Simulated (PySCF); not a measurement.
Isomers of C7H8O.

All values: PBE0/pcSseg-2 (PySCF) at PBE0-D3(BJ)/def2-TZVP geometries, gas phase, one conformer each.

(1) Rank by LUMO energy, highest first.
A. `[OH:1][CH2:2][c:3]1[cH:4][cH:5][cH:6][cH:7][cH:8]1` with H–O1–C2–C3 -55°, O1–C2–C3–C4 -37°
B. `[CH3:1][c:2]1[cH:3][cH:4][cH:5][cH:6][c:7]1[OH:8]` with C6–C7–O8–H 180° (o-cresol)
C. `[CH3:1][c:2]1[cH:3][cH:4][c:5]([OH:6])[cH:7][cH:8]1` with C4–C5–O6–H 0°

(2) Rank by HOMO energy, lowest first.
A. `[OH:1][CH2:2][c:3]1[cH:4][cH:5][cH:6][cH:7][cH:8]1` with H–O1–C2–C3 -55°, O1–C2–C3–C4 -37°
B. `[CH3:1][c:2]1[cH:3][cH:4][c:5]([OH:6])[cH:7][cH:8]1` with C4–C5–O6–H 0°
C. `[CH3:1][O:2][c:3]1[cH:4][cH:5][cH:6][cH:7][cH:8]1` with C1–O2–C3–C4 -179° (anisole)

Answers

(1) B (-0.15 eV), C (-0.28 eV), A (-0.41 eV).

(2) A (-7.16 eV), C (-6.44 eV), B (-6.30 eV).

All values together:

```
      SMILES  μ (D)  HOMO (eV)  LUMO (eV)  lowest IAO charge (e)  highest IAO charge (e)  lowest Hirshfeld charge (e)  highest Hirshfeld charge (e)
Cc1ccc(O)cc1   1.38      -6.30      -0.28             -0.495 (O)              +0.372 (H)                   -0.193 (O)                    +0.176 (H)
  COc1ccccc1   1.30      -6.44      -0.21             -0.333 (O)              +0.212 (C)                   -0.112 (O)                    +0.072 (C)
Cc1cccc(O)c1   1.66      -6.44      -0.20             -0.493 (O)              +0.372 (H)                   -0.190 (O)                    +0.177 (H)
  OCc1ccccc1   1.48      -7.16      -0.41             -0.563 (O)              +0.360 (H)                   -0.225 (O)                    +0.162 (H)
  Cc1ccccc1O   1.74      -6.42      -0.15             -0.493 (O)              +0.371 (H)                   -0.189 (O)                    +0.164 (H)
```

Conformers: `[CH3:1][c:2]1[cH:3][cH:4][c:5]([OH:6])[cH:7][cH:8]1` with C4–C5–O6–H 0°; `[CH3:1][O:2][c:3]1[cH:4][cH:5][cH:6][cH:7][cH:8]1` with C1–O2–C3–C4 -179°; `[CH3:1][c:2]1[cH:3][cH:4][cH:5][c:6]([OH:7])[cH:8]1` with C5–C6–O7–H 179°; `[OH:1][CH2:2][c:3]1[cH:4][cH:5][cH:6][cH:7][cH:8]1` with H–O1–C2–C3 -55°, O1–C2–C3–C4 -37°; `[CH3:1][c:2]1[cH:3][cH:4][cH:5][cH:6][c:7]1[OH:8]` with C6–C7–O8–H 180°.
